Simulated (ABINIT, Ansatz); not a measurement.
**SnO2: equilibrium volume by level of theory**

```
Sn O
1.0
    -2.00007    2.00007    5.12368
     2.00007   -2.00007    5.12368
     2.00007    2.00007   -5.12368
Sn O
2 4
Direct
  0.00000 0.00000 0.00000
  0.75000 0.25000 0.50000
  0.54652 0.04652 0.50000
  0.20348 0.20348 0.00000
  0.95348 0.45348 0.50000
  0.79652 0.79652 0.00000
```

Measurements of this composition are mostly on another form, of space group No. 136.

| rung | level | program and potentials | cutoff (eV) | k mesh | equilibrium volume (Å³/atom) | notes |
| --- | --- | --- | --- | --- | --- | --- |
| LDA | LDA | ABINIT, JTH PAW LDA v2.0 | 626 | 5 × 5 × 5 | 13.34 | - |
| LDA | LDA | Ansatz, Ansatz PAW | 420 | 9 × 9 × 9 | 13.39 | potentials made for PBE, which Ansatz adapts in part |
| GGA | PBEsol | Ansatz, Ansatz PAW | 420 | 9 × 9 × 9 | 13.74 | potentials made for PBE, which Ansatz adapts in part |
| meta-GGA | r2SCAN | Ansatz, Ansatz PAW | 500 | 9 × 9 × 9 | 13.60 | potentials made for PBE, which Ansatz adapts in part |

Task: relaxation of cell and atoms. All rows: no spin polarisation. Meshes differ between rows, which moves values too. Meshes are those of the run's cell of 6 atoms unless a note names another. Relaxations start from the cell shown or near it and stop with a little pressure left. Runs on faulty files, with rough fits or with known faults for this quantity aren't shown. PBE isn't shown for this crystal. No row holds spin-orbit coupling.

By rung: LDA 13.34 to 13.39; GGA 13.74; meta-GGA 13.60 (Å³/atom).
